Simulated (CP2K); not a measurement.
Runs of CP2K 2026.2 on In. Symmetry: P6_3/mmc, No. 194, hexagonal system. The conventional cell has a = 3.335 Å, b = 3.335 Å, c = 5.509 Å, α = 90.00°, β = 90.00°, γ = 120.00°. In (site symmetry -6m2) is surrounded by 12 In at 3.34 to 3.36 Å. This isn't the form of In at room conditions, which is tetragonal.

```csv
task,level,potentials or basis,cell,k mesh,smearing,EPS_DEFAULT,k points reduced by the point group,basis sets,potentials,points a segment of the path (NPOINTS),gap on the mesh (eV),pressure (GPa)
band structure,r2SCAN,POTENTIAL_UZH In GTH-SCAN-q13; TZVP-MOLOPT-SCAN-GTH basis,as given,9 × 9 × 5,fermi-dirac 0.0259 eV,1.0E-9,yes,In TZVP-MOLOPT-SCAN-GTH-q13,In GTH-SCAN-q13 of POTENTIAL_UZH,10,none,0.0
relaxation of cell and atoms,LDA,GTH_POTENTIALS In GTH-PADE-q13; TZVP-MOLOPT-PBE-GTH basis,relaxed,7 × 7 × 4,fermi-dirac 0.1 eV,1.0E-9,-,In TZVP-MOLOPT-PBE-GTH-q13,In GTH-PADE-q13 of GTH_POTENTIALS,-,none,0.0
band structure,r2SCAN,POTENTIAL_UZH In GTH-SCAN-q13; TZVP-MOLOPT-SCAN-GTH basis,as given,9 × 9 × 5,fermi-dirac 0.1 eV,1.0E-10,yes,In TZVP-MOLOPT-SCAN-GTH-q13,In GTH-SCAN-q13 of POTENTIAL_UZH,6,none,(a)
band structure,LDA,GTH_POTENTIALS In GTH-PADE-q13; TZVP-MOLOPT-PBE-GTH basis,as given,9 × 9 × 5,fermi-dirac 0.05 eV,1.0E-9,yes,In TZVP-MOLOPT-PBE-GTH-q13,In GTH-PADE-q13 of GTH_POTENTIALS,10,none,-2.6
```

Alike in all rows: no spin polarisation.

Estimate the missing entries.

(a) 0.2.

Caveats: the basis of atomic orbitals isn't converged, which shifts pressures, moduli and gaps.

A k mesh can miss the band edges, and the runs leave out spin-orbit coupling on In.

A gap of «none» marks a metal or a gap under the smearing width.

Not every run made on this cell is shown here.
